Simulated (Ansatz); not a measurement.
Tuning gaps by epitaxial strain

Plane-wave DFT in Ansatz, r2SCAN, scalar-relativistic PAW potentials, cutoff 500 eV, no spin-orbit coupling; no spin polarisation. Equal strain along a and b of the conventional cell, c and the atoms relaxed; gaps sought over the whole zone. A star marks a structure that wasn't matched here to a measured phase, so it may never have been made and needn't be stable; unstarred phases aren't always the most stable ones.

```tsv
crystal	strain: gap (eV)
ZnO (P6_3mc)	-6.0 %: 1.122; -4.0 %: 1.172; -2.0 %: 1.211; +0.0 %: 1.238; +2.0 %: 1.252; +4.0 %: 1.260; +6.0 %: 1.283
SnO₂ (P4_2/mnm)	-6.0 %: 2.406; -4.0 %: 2.196; -2.0 %: 1.980; +0.0 %: 1.768; +2.0 %: 1.577; +4.0 %: 1.424; +6.0 %: 1.321
AlGa₃N₄ (P-43m)*	-3.0 %: 2.926; -1.5 %: 2.873; +0.0 %: 2.817; +1.5 %: 2.630; +3.0 %: 2.457
AlN (P6_3mc)	-4.5 %: 5.313; -3.0 %: 5.296; -1.5 %: 5.201; +0.0 %: 4.880; +1.5 %: 4.560; +3.0 %: 4.248; +4.5 %: 3.950
```

Task: What are the slopes on either side of zero strain, and why can they differ?

Result: ZnO (P6_3mc) +14 and +7; SnO₂ (P4_2/mnm) -106 and -96; AlGa₃N₄ (P-43m)* -37 and -125; AlN (P6_3mc) -214 and -213 meV per % (over the first step on the compressive side, then on the tensile side; a positive slope means the gap grows as the plane is stretched). The slope drops from the first side to the second in AlGa₃N₄ (P-43m)*. The gap is the smallest distance between any valence top and conduction valley, so its slope drops where another pair takes over. In AlGa₃N₄ (P-43m)* the shear part of the strain lowers the cubic symmetry and splits a degenerate band edge or a set of equal valleys, and whichever member moves into the gap sets it on each side of zero. Relaxations kept the strained cell's symmetry, so distortions at large strain weren't sought, and coherent films seldom hold more than 2 to 3 %. Splitting by shear is how strain cuts scattering and transport mass in Si and Ge channels; masses under strain weren't computed. The slope of one pair of band edges is as a rule more reliable than the Kohn–Sham gap, while the strain at which pairs cross shifts with the functional.

Cost: about 49 core-minutes for the runs cited, on Intel Xeon Platinum 8259CL (Skylake/Cascade Lake), Intel Xeon Processor @ 2.50GHz (Skylake/Cascade Lake), Arm Neoverse V1 (shared hosts).